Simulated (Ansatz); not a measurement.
**Electron scattering at the Σ11 (113) boundary in fcc Ag with Ta (substitutional)**

Wanted: what the Σ11 (113) boundary in fcc Ag with Ta (substitutional) costs an interconnect.

Main program and level: Ansatz 0.2.0; Ansatz plane-wave DFT, PBE, PAW files; relaxation of a bicrystal slab with its lowest layers held; PAW set soft_1, in the first sound run; inputs show where later runs differ.

## (1) Set-up

The cell holds 15 atoms: 14 Ag and 1 Ta. Its edges and angles: a = 2.889 Å, b = 5.005 Å, c = 28.298 Å, α = 90.0°, β = 90.0°, γ = 73.2°. It derives from Ag. built on the (1 1 3) plane; 1 overlapping atoms removed and the grains opened by 0.05 Å. Vacuum lies along c.

## (2) Relaxing the bicrystal

The boundary is built by mirroring the lower grain in the boundary plane and removing any atoms that overlap; then the Ta is put in at the boundary. A thin bicrystal slab is relaxed first, with the lowest layers held and the upper grain free to shift and open.

File input.yaml:

```yaml
crystal:
  lattice:
    - [2.8893797293, 0.0, 0.0]
    - [1.4446898646, 4.7914942194, 0.0]
    - [0.0, 0.0, 28.2984991868]
  atoms:
    - { symbol: Ag, position: [0.6363636363, 0.7272727273, 0.1766878154] }
    - { symbol: Ag, position: [0.3636363636, 0.2727272727, 0.2202249531] }
    - { symbol: Ag, position: [0.0909090909, 0.8181818182, 0.2637620908] }
    - { symbol: Ag, position: [0.8181818182, 0.3636363636, 0.3072992285] }
    - { symbol: Ag, position: [0.5454545454, 0.9090909091, 0.3508363662] }
    - { symbol: Ag, position: [0.2727272727, 0.4545454545, 0.394373504] }
    - { symbol: Ta, position: [0.0, 0.0, 0.4379106417] }
    - { symbol: Ag, position: [0.2727272727, 0.4545454545, 0.4832146575] }
    - { symbol: Ag, position: [0.5454545454, 0.9090909091, 0.5267517953] }
    - { symbol: Ag, position: [0.8181818182, 0.3636363636, 0.570288933] }
    - { symbol: Ag, position: [0.0909090909, 0.8181818182, 0.6138260707] }
    - { symbol: Ag, position: [0.3636363636, 0.2727272727, 0.6573632084] }
    - { symbol: Ag, position: [0.6363636363, 0.7272727273, 0.7009003461] }
    - { symbol: Ag, position: [0.909090909, 0.1818181818, 0.7444374838] }
    - { symbol: Ag, position: [0.1818181818, 0.6363636363, 0.7879746215] }
kpoints:
  mp_grid: { grid: [8, 8, 1] }
hamiltonian:
  xc: pbe
  pseudopotentials: { kind: paw, azcp: { folder: soft_1 } }
scf:
  occupations: { method: fermi_dirac, width: 0.1 }
relax:
  f_tol: 0.03
  max_steps: 80
  constraints: [{ sites: [0, 1, 2] }]
```

The run is started by

```
ansatz run input.yaml --threads 4 --pin off --max-ram 15360MiB --backend cpu --events-out ev --progress --plain --runs-dir out
```

Numbers of over 12 decimals in the logs are rounded to 6 here.

Output:

```text
Engine: ansatz 0.2.0, aarch64-unknown-linux-gnu
Pseudopotentials: kind: paw
Pseudopotential: Ag, paw, valence charge 19, recommended cutoff 420 eV (normal), soft_1/Ag.paw.azcp
Pseudopotential: Ta, paw, valence charge 13, recommended cutoff 420 eV (normal), soft_1/Ta.paw.azcp
Functional definition: PBE
  parameter kappa = 0.804
  parameter beta = 0.066725
  exchange = pbe_x(kappa = kappa, mu = beta*pi^2/3)
  correlation = pbe_c(beta = beta)
Crystal: 15 atoms, lattice volume = 391.777 Å³
Basis set: ecut = 420 eV, 7619 PW (Γ), exchange–correlation on 40×72×384 points (8 copies of the dense FFT grid, shifted against one another)
Bands: 168, of which v1, the nominal top of the filled ones, is band 140 counted from 1 (139 counted from 0)
Symmetry: 2 space group operations
Space group: Cm (ITA 8), of the structure as read, at distance tolerance 7.3e-5 Å
k-points: 21 of 64 (time reversal used)
Non-local potential: Ag, projectors of the file, l = 0: 3, l = 1: 2, l = 2: 2, l = 3: 1
Non-local potential: Ta, projectors of the file, l = 0: 3, l = 1: 2, l = 2: 2, l = 3: 1
PAW form: soft (Blöchl's): semilocal exchange-correlation on the pseudo side does not see the compensation charge
PAW one-centre angular grid: Ag, 590 points (default); XC on 64 Gauss nodes
PAW one-centre angular grid: Ta, 590 points (default); XC on 64 Gauss nodes
Initial density: superposition of atomic densities (neutral atoms: chi_scale 0, normalization atom)
Initial wavefunctions: pseudopotential atomic-orbital guess
Functional: x = pbe(κ = 0.804, μ = 0.219515), c = pbe(β = 0.066725)
SCF iter   1: F=—  HF=-116203.788500 eV  |F-HF|=—  |Δ(HF+E_count)|=         —  Δρ=6.41e-2  dr2=4.23e1  ethr=3.10e-3  ⟨swp⟩=5.9  Hψ=12479  notcnv=0  defer=185
preconditioner: auto → LDOS  [metal: Δε(μ)=0.076 eV  Ē_g=8.784 eV  σ=0.100 eV  W_gap=0.19  n_scr=104 (ndim 8)  ℏωp=23.7 eV  f_vac=0.321  D(μ)=5.23/eV (n_scr^D=26)  β→1.0]
SCF iter   2: F=—  HF=-116204.969601 eV  |F-HF|=—  |Δ(HF+E_count)|=    1.18e0  Δρ=7.84e-2  dr2=2.75e1  ethr=3.10e-3  ⟨swp⟩=3.0  Hψ=7573  notcnv=0  defer=301
SCF iter   3: F=—  HF=-116198.742865 eV  |F-HF|=—  |Δ(HF+E_count)|=    6.23e0  Δρ=6.56e-3  dr2=1.28e-1  ethr=3.10e-3  ⟨swp⟩=2.0  Hψ=6984  notcnv=0  defer=303
SCF iter   4: F=—  HF=-116198.745069 eV  |F-HF|=—  |Δ(HF+E_count)|=   2.20e-3  Δρ=2.61e-3  dr2=2.33e-2  ethr=4.60e-5  ⟨swp⟩=2.4  Hψ=7244  notcnv=0  defer=303
SCF iter   5: F=—  HF=-116198.741884 eV  |F-HF|=—  |Δ(HF+E_count)|=   3.19e-3  Δρ=9.95e-4  dr2=3.12e-3  ethr=8.35e-6  ⟨swp⟩=2.1  Hψ=6167  notcnv=0  defer=303
SCF iter   6: F=—  HF=-116198.742855 eV  |F-HF|=—  |Δ(HF+E_count)|=   9.71e-4  Δρ=2.78e-4  dr2=3.60e-4  ethr=1.12e-6  ⟨swp⟩=2.4  Hψ=6176  notcnv=0  defer=303
SCF iter   7: F=—  HF=-116198.742929 eV  |F-HF|=—  |Δ(HF+E_count)|=   7.36e-5  Δρ=6.77e-5  dr2=2.34e-5  ethr=1.29e-7  ⟨swp⟩=2.0  Hψ=4946  notcnv=0  defer=303
SCF iter   8: F=-116198.742929 eV  HF=-116198.742930 eV  |F-HF|=3.93e-7  |Δ(HF+E_count)|=   1.07e-6  Δρ=2.73e-5  dr2=2.84e-6  ethr=8.06e-9  ⟨swp⟩=4.0  Hψ=11161  notcnv=0
SCF 1 converged in 8 iterations: F = -116198.742929 eV  dr2 = 2.84e-6
  greatest PAW one-centre occupation: 1.002 electrons in one spin orbital (limit 2), on the Ag atom at site 5 (counted from 0), in its partial waves of l = 0
relax step   1: F+E_penalty+E_count = -116198.74292944 eV  Δ(F+E_penalty+E_count) = +0.000e0 eV  max|allowed force component| = 1.437e0 eV/Å  Δτ_max = 0.0000 Å  (8 SCF iters, dr2 threshold 2.25e-5 eV, accepted)
Initial density: handed on by an earlier stage of this run
Initial wavefunctions: those handed on with the density
iter 1 solved again at ethr=8.11e-5 eV; its pass at ethr=3.10e-3 eV (dr2=2.26e-1 eV) is discarded
SCF iter   1: F=—  HF=-116198.979052 eV  |F-HF|=—  |Δ(HF+E_count)|=         —  Δρ=6.53e-3  dr2=2.21e-1  ethr=8.11e-5  ⟨swp⟩=1.9  Hψ=12430  notcnv=0  defer=295
preconditioner: auto → LDOS  [metal: Δε(μ)=0.060 eV  Ē_g=9.209 eV  σ=0.100 eV  W_gap=0.15  n_scr=104 (ndim 8)  ℏωp=23.7 eV  f_vac=0.315  D(μ)=5.13/eV (n_scr^D=26)  β→1.0]
SCF iter   2: F=—  HF=-116198.960627 eV  |F-HF|=—  |Δ(HF+E_count)|=   1.84e-2  Δρ=5.06e-3  dr2=2.13e-1  ethr=7.93e-5  ⟨swp⟩=2.0  Hψ=6146  notcnv=0  defer=295
SCF iter   3: F=—  HF=-116198.920636 eV  |F-HF|=—  |Δ(HF+E_count)|=   4.00e-2  Δρ=8.53e-4  dr2=7.25e-3  ethr=7.62e-5  ⟨swp⟩=2.0  Hψ=5148  notcnv=0  defer=295
SCF iter   4: F=—  HF=-116198.920612 eV  |F-HF|=—  |Δ(HF+E_count)|=   2.48e-5  Δρ=8.04e-4  dr2=2.74e-3  ethr=2.60e-6  ⟨swp⟩=2.8  Hψ=6966  notcnv=0  defer=297
SCF iter   5: F=—  HF=-116198.919875 eV  |F-HF|=—  |Δ(HF+E_count)|=   7.37e-4  Δρ=8.37e-5  dr2=3.66e-5  ethr=9.82e-7  ⟨swp⟩=2.0  Hψ=5808  notcnv=0  defer=297
SCF iter   6: F=-116198.919871 eV  HF=-116198.919871 eV  |F-HF|=1.92e-7  |Δ(HF+E_count)|=   3.82e-6  Δρ=2.87e-5  dr2=2.68e-6  ethr=1.31e-8  ⟨swp⟩=4.1  Hψ=10865  notcnv=0
SCF 2 converged in 6 iterations: F = -116198.919871 eV  dr2 = 2.68e-6
  greatest PAW one-centre occupation: 1.002 electrons in one spin orbital (limit 2), on the Ag atom at site 7 (counted from 0), in its partial waves of l = 0
relax step   2: F+E_penalty+E_count = -116198.91987148 eV  Δ(F+E_penalty+E_count) = -1.769e-1 eV  max|allowed force component| = 3.798e-1 eV/Å  Δτ_max = 0.1996 Å  (6 SCF iters, dr2 threshold 1.00e-4 eV, accepted)
SCF iter   1: F=—  HF=-116199.092036 eV  |F-HF|=—  |Δ(HF+E_count)|=         —  Δρ=7.78e-3  dr2=2.52e-1  ethr=1.20e-3  ⟨swp⟩=6.0  Hψ=8808  notcnv=0  defer=292
preconditioner: auto → LDOS  [metal: Δε(μ)=0.032 eV  Ē_g=9.128 eV  σ=0.100 eV  W_gap=0.08  n_scr=104 (ndim 8)  ℏωp=23.7 eV  f_vac=0.308  D(μ)=5.18/eV (n_scr^D=26)  β→1.0]
SCF iter   2: F=—  HF=-116199.064396 eV  |F-HF|=—  |Δ(HF+E_count)|=   2.76e-2  Δρ=6.31e-3  dr2=2.68e-1  ethr=9.03e-5  ⟨swp⟩=2.4  Hψ=6981  notcnv=0  defer=295
SCF iter   3: F=—  HF=-116199.006883 eV  |F-HF|=—  |Δ(HF+E_count)|=   5.75e-2  Δρ=1.33e-3  dr2=7.34e-3  ethr=9.03e-5  ⟨swp⟩=2.0  Hψ=5297  notcnv=0  defer=295
SCF iter   4: F=—  HF=-116199.006693 eV  |F-HF|=—  |Δ(HF+E_count)|=   1.90e-4  Δρ=1.22e-3  dr2=5.27e-3  ethr=2.63e-6  ⟨swp⟩=3.0  Hψ=7536  notcnv=0  defer=295
SCF iter   5: F=—  HF=-116199.005409 eV  |F-HF|=—  |Δ(HF+E_count)|=   1.28e-3  Δρ=4.56e-4  dr2=7.94e-4  ethr=1.89e-6  ⟨swp⟩=2.0  Hψ=5833  notcnv=0  defer=294
SCF iter   6: F=—  HF=-116199.005197 eV  |F-HF|=—  |Δ(HF+E_count)|=   2.12e-4  Δρ=1.13e-4  dr2=4.66e-5  ethr=2.85e-7  ⟨swp⟩=2.0  Hψ=5911  notcnv=0  defer=294
SCF iter   7: F=-116199.005182 eV  HF=-116199.005183 eV  |F-HF|=9.02e-7  |Δ(HF+E_count)|=   1.39e-5  Δρ=1.75e-5  dr2=1.19e-6  ethr=3.23e-9  ⟨swp⟩=5.0  Hψ=12682  notcnv=0
SCF 3 converged in 7 iterations: F = -116199.005182 eV  dr2 = 1.19e-6
relax step   3: F+E_penalty+E_count = -116199.00518223 eV  Δ(F+E_penalty+E_count) = -8.531e-2 eV  max|allowed force component| = 5.810e-2 eV/Å  Δτ_max = 0.1922 Å  (7 SCF iters, dr2 threshold 9.02e-6 eV, accepted)
[...]
relax step   4: F+E_penalty+E_count = -116199.03349112 eV  Δ(F+E_penalty+E_count) = -2.831e-2 eV  max|allowed force component| = 5.360e-2 eV/Å  Δτ_max = 0.2000 Å  (8 SCF iters, accepted)
SCF iter   1: F=—  HF=-116199.041026 eV  |F-HF|=—  |Δ(HF+E_count)|=         —  Δρ=2.03e-3  dr2=1.81e-2  ethr=6.28e-5  ⟨swp⟩=4.1  Hψ=7409  notcnv=0  defer=295
preconditioner: auto → LDOS  [metal: Δε(μ)=0.025 eV  Ē_g=9.059 eV  σ=0.100 eV  W_gap=0.06  n_scr=104 (ndim 8)  ℏωp=23.7 eV  f_vac=0.299  D(μ)=5.23/eV (n_scr^D=28)  β→1.0]
SCF iter   2: F=—  HF=-116199.039026 eV  |F-HF|=—  |Δ(HF+E_count)|=   2.00e-3  Δρ=1.62e-3  dr2=2.50e-2  ethr=6.47e-6  ⟨swp⟩=2.2  Hψ=6740  notcnv=0  defer=295
SCF iter   3: F=—  HF=-116199.034947 eV  |F-HF|=—  |Δ(HF+E_count)|=   4.08e-3  Δρ=2.49e-4  dr2=1.70e-3  ethr=6.47e-6  ⟨swp⟩=2.0  Hψ=4909  notcnv=0  defer=295
SCF iter   4: F=—  HF=-116199.034983 eV  |F-HF|=—  |Δ(HF+E_count)|=   3.62e-5  Δρ=3.13e-4  dr2=4.16e-4  ethr=6.08e-7  ⟨swp⟩=2.0  Hψ=5814  notcnv=0  defer=295
SCF iter   5: F=—  HF=-116199.034887 eV  |F-HF|=—  |Δ(HF+E_count)|=   9.62e-5  Δρ=4.79e-5  dr2=8.15e-6  ethr=1.49e-7  ⟨swp⟩=2.0  Hψ=5935  notcnv=0  defer=295
SCF iter   6: F=—  HF=-116199.035086 eV  |F-HF|=—  |Δ(HF+E_count)|=   1.99e-4  Δρ=7.53e-6  dr2=2.34e-7  ethr=2.92e-9  ⟨swp⟩=3.0  Hψ=6949  notcnv=0  defer=295
SCF iter   7: F=-116199.035086 eV  HF=-116199.035086 eV  |F-HF|=1.55e-8  |Δ(HF+E_count)|=   4.52e-8  Δρ=3.25e-6  dr2=4.42e-8  ethr=3.58e-11  ⟨swp⟩=4.3  Hψ=11184  notcnv=0
SCF 5 converged in 7 iterations: F = -116199.035086 eV  dr2 = 4.42e-8
relax step   5: F+E_penalty+E_count = -116199.03508571 eV  Δ(F+E_penalty+E_count) = -1.595e-3 eV  max|allowed force component| = 9.515e-3 eV/Å  Δτ_max = 0.0514 Å  (7 SCF iters, accepted)
SCF converged after 7 iterations
Free energy (F): -116199.035086 eV
Harris-Foulkes:  -116199.035086 eV  (|F-HF|=1.55e-8)
Internal energy: -116198.857923 eV  (E = F + TS)
E sigma→0 (E₀):  -116198.946504 eV
Entropy (-TS):   -0.177163 eV (-11.811 meV/atom)
Fermi energy:    9.991900 eV
--- Per-component energies (eV) ---
  E_band       = -5451.752616
  E_kinetic    = 6932.649987
  E_local      = -265036.914690  (includes V_loc(G=0)·N_el)
  E_nonlocal   = 431.831677
  E_hartree    = 131185.180244
  E_xc         = -2542.814768
  E_vxc        = -3044.924097  (∫ρ·V_xc dr)
  E_paw        = -63679.572955  (= ΣΔE_a)
  E_vpaw       = -7104.776236  (= ΣTr[D̂ρ^β])
  E_aug_tail   = 0.005430  (compensation charges beyond the density's cutoff)
  E_ewald      = 76510.777153
  E_smearing   = -0.177163  (= −TS)
  E_closure    = -0.000000  (closes the sum)
  Σ components = -116199.035086   (vs F -116199.035086, Δ=0.00e0)
--- Forces (eV/Å), atoms counted from 1 ---
  atom   1  Ag    -0.00000000     0.02001112     0.05171556
  atom   2  Ag     0.00000000    -0.01423383    -0.20750059
  atom   3  Ag     0.00000000    -0.00276120     0.15194770
  atom   4  Ag    -0.00000000     0.00463574    -0.00672560
  atom   5  Ag     0.00000000    -0.00951460     0.00701459
  atom   6  Ag    -0.00000000     0.00788939     0.00914633
  atom   7  Ta     0.00000000    -0.00366370     0.00718654
  atom   8  Ag    -0.00000000     0.00698012    -0.00599058
  atom   9  Ag     0.00000000    -0.00792352    -0.00595016
  atom  10  Ag    -0.00000000     0.00478807     0.00228479
  atom  11  Ag     0.00000000    -0.00485750     0.00227564
  atom  12  Ag    -0.00000000     0.00188620    -0.00238431
  atom  13  Ag     0.00000000    -0.00260298    -0.00087036
  atom  14  Ag    -0.00000000     0.00038705    -0.00093696
  atom  15  Ag     0.00000000    -0.00099580    -0.00120478
  max |Σ_I F_I| component: 2.46e-5 eV/Å
--- Relaxed structure (5 steps of the walk, 5 accepted, 0 SCFs on fresh bases) ---
  F+E_penalty+E_count = -116199.03508571 eV   max|allowed force component| = 9.515e-3 eV/Å
  atoms:
    - { symbol: Ag, position: [0.63636363635, 0.727273, 0.1766878154] }
    - { symbol: Ag, position: [0.363636, 0.2727272727, 0.220225] }
    - { symbol: Ag, position: [0.090909, 0.8181818182, 0.263762] }
    - { symbol: Ag, position: [0.821227, 0.357547, 0.309458] }
    - { symbol: Ag, position: [0.552297, 0.895406, 0.355994] }
    - { symbol: Ag, position: [0.283057, 0.433886, 0.398941] }
    - { symbol: Ta, position: [0.015257, -0.030513, 0.447219] }
    - { symbol: Ag, position: [0.283288, 0.433424, 0.495982] }
    - { symbol: Ag, position: [0.552301, 0.895397, 0.538530] }
    - { symbol: Ag, position: [0.822659, 0.354681, 0.586016] }
    - { symbol: Ag, position: [0.092531, 0.814938, 0.630234] }
    - { symbol: Ag, position: [0.363410, 0.273180, 0.675482] }
    - { symbol: Ag, position: [0.632252, 0.735497, 0.720507] }
    - { symbol: Ag, position: [0.904427, 0.191145, 0.766792] }
    - { symbol: Ag, position: [0.175775, 0.648449, 0.807710] }
```

Wall time 3.2 min (4 threads of Arm Neoverse V1, shared host); peak memory 2 GiB; 12 min of CPU time.

The steps of the relaxation:

```tsv
step	energy less that of the first step (eV)	largest force component (eV/Å)
1	0.0000	1.4369
2	-0.1769	0.3798
3	-0.2623	0.0581
4	-0.2906	0.0536
5	-0.2922	0.0095
```

Forces are held to the 2 operations that the run works with; a distortion that breaks them can't arise in this run.

The atoms that moved most (Å):

```tsv
atom	dx	dy	dz	length
Ag14	0.000	0.045	0.633	0.634
Ag15	0.000	0.058	0.558	0.561
Ag13	0.000	0.039	0.555	0.556
Ag12	0.000	0.002	0.513	0.513
Ag11	0.000	-0.016	0.464	0.465
Ag10	0.000	-0.043	0.445	0.447
Ag8	0.000	-0.101	0.361	0.375
Ag9	0.000	-0.066	0.333	0.340
```

Numbers from this step:

| Item | Value |
| --- | --- |
| free energy | -116199.0351 eV |
| energy at zero smearing | -116198.9465 eV |
| Fermi energy | 9.992 eV |

The largest force component on a free atom ends at 0.0095 eV/Å, under the tolerance of 0.03, after 5 steps.

(Part 1 of 2 ends here.)

[Logs are printed without paths, hosts, clocks, repeated set-up lines and the standing remarks that a program may print on its own settings, such as how far it seeks lower states.]

[Hosts, paths, dates, database ids (printed as entryN), source tags and the programs' standing remarks are cut or masked in the printed files.]
